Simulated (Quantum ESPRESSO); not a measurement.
Here is a Quantum ESPRESSO 7.5 calculation.

Contents of pw.in:

```
&CONTROL
  calculation = 'scf'
  prefix = 'pwscf'
  outdir = './tmp'
  pseudo_dir = './pseudo'
  tprnfor = .true.
  tstress = .true.
  disk_io = 'low'
/
&SYSTEM
  ibrav = 0
  nat = 2
  ntyp = 1
  ecutwfc = 68
  ecutrho = 544
  nbnd = 21
  occupations = 'smearing'
  smearing = 'fd'
  degauss = 0.00367493
/
&ELECTRONS
  conv_thr = 4d-10
  electron_maxstep = 120
  mixing_beta = 0.5
/
ATOMIC_SPECIES
Sn   118.7100 sn_pbesol_v1.4.uspp.F.UPF
CELL_PARAMETERS angstrom
   0.0000000000    3.2333428000    3.2333428000
   3.2333428000    0.0000000000    3.2333428000
   3.2333428000    3.2333428000    0.0000000000
ATOMIC_POSITIONS crystal
Sn     0.7500000000    0.7500000000    0.7500000000
Sn     0.5000000000    0.5000000000    0.5000000000
K_POINTS automatic
7 7 7 0 0 0
```

pp_density.in

```
&INPUTPP
  prefix = 'pwscf'
  outdir = './tmp'
  filplot = 'density.dat'
  plot_num = 0
/
&PLOT
  nfile = 1
  filepp(1) = 'density.dat'
  iflag = 3
  output_format = 6
  fileout = 'density.cube'
/
```

File pp_potential.in:

```
&INPUTPP
  prefix = 'pwscf'
  outdir = './tmp'
  filplot = 'potential.dat'
  plot_num = 11
/
&PLOT
  nfile = 1
  filepp(1) = 'potential.dat'
  iflag = 3
  output_format = 6
  fileout = 'potential.cube'
/
```

Potentials or basis: GBRV 1.5 PBEsol.

Command:

```sh
$ OMP_NUM_THREADS=1 mpirun -n 2 pw.x -nk 2 -in pw.in > pw.out
$ OMP_NUM_THREADS=1 mpirun -n 1 pp.x -in pp_density.in > pp_density.out
$ OMP_NUM_THREADS=1 mpirun -n 1 pp.x -in pp_potential.in > pp_potential.out
```

(1) What does it give for the band gap on the k mesh?

(2) What does it give for the pressure?

Answers

(1) none (metal or under the smearing width).

(2) 1.3 GPa.
